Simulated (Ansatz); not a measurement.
BaF2:
```yaml
crystal:
  lattice:
    - [0.00000, 3.09737, 3.09737]
    - [3.09737, 0.00000, 3.09737]
    - [3.09737, 3.09737, 0.00000]
  atoms:
    - { symbol: Ba, position: [0.00000, 0.00000, 0.00000] }
    - { symbol: F, position: [0.25000, 0.25000, 0.25000] }
    - { symbol: F, position: [0.75000, 0.75000, 0.75000] }
```

Relaxed with r²SCAN. Special points in fractions of this cell's reciprocal vectors: Γ (0.000, 0.000, 0.000); X (0.500, 0.000, 0.500); U (0.625, 0.250, 0.625); K (0.375, 0.375, 0.750); L (0.500, 0.500, 0.500); W (0.500, 0.250, 0.750).

**Question.** List the band energies nearest the valence-band maximum at these points for the program Ansatz at the r²SCAN level (PAW).

**Answer.** In eV from the valence-band maximum; about four levels below and three above (degenerate sets whole), none deeper than 8.9 eV; points with the same levels are listed once.

```csv
k,below,above
Γ,-1.47 -1.47 -1.47 -0.10 -0.10 -0.10,7.41 9.99 9.99
X,-0.36 -0.36 -0.32 -0.32 -0.17,7.75 9.92 11.48
U,-0.52 -0.34 -0.23 -0.17,8.02 10.28 10.66
L,-0.64 -0.36 -0.18 -0.18,9.92 9.93 9.93
W,-0.35 -0.35 -0.31 -0.23,8.02 10.53 10.79 10.79
```

Space group Fm-3m (fluorite). The cell was relaxed with r²SCAN under the symmetry of its start. Spin–orbit coupling is left out wherever it is not named.

Potentials: the later of the program's two PAW sets.
